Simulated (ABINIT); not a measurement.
Cu:

```xyz
1
Lattice="0.0000 1.8075 1.8075 1.8075 0.0000 1.8075 1.8075 1.8075 0.0000" Properties=species:S:1:pos:R:3 pbc="T T T"
Cu    0.0000    0.0000    0.0000
```

Base run:

* Program: ABINIT 10.8.3 (patched build)
* Functional: RPBE
* Potentials or basis: JTH PAW PBE v2.0
* Cutoff: 844 eV
* k mesh: 13 × 13 × 13
* Occupations: fermi-dirac, width 0.05 eV
* Spin: no spin polarisation

Its results: band gap on the k mesh none (metal or under the smearing width); pressure 5.4 GPa.

After a change of settings the same cell gave: band gap on the k mesh none (metal or under the smearing width); pressure 1.1 GPa. Which change was it?
A. functional from RPBE to SCAN
B. functional from RPBE to AM05
C. functional from RPBE to PW91
D. functional from RPBE to PBEsol

C.

PW91 binds more tightly than RPBE, so the same cell stands under less pressure.

Caveats: the PAW data sets were made with another functional, which shifts forces and pressure a little.
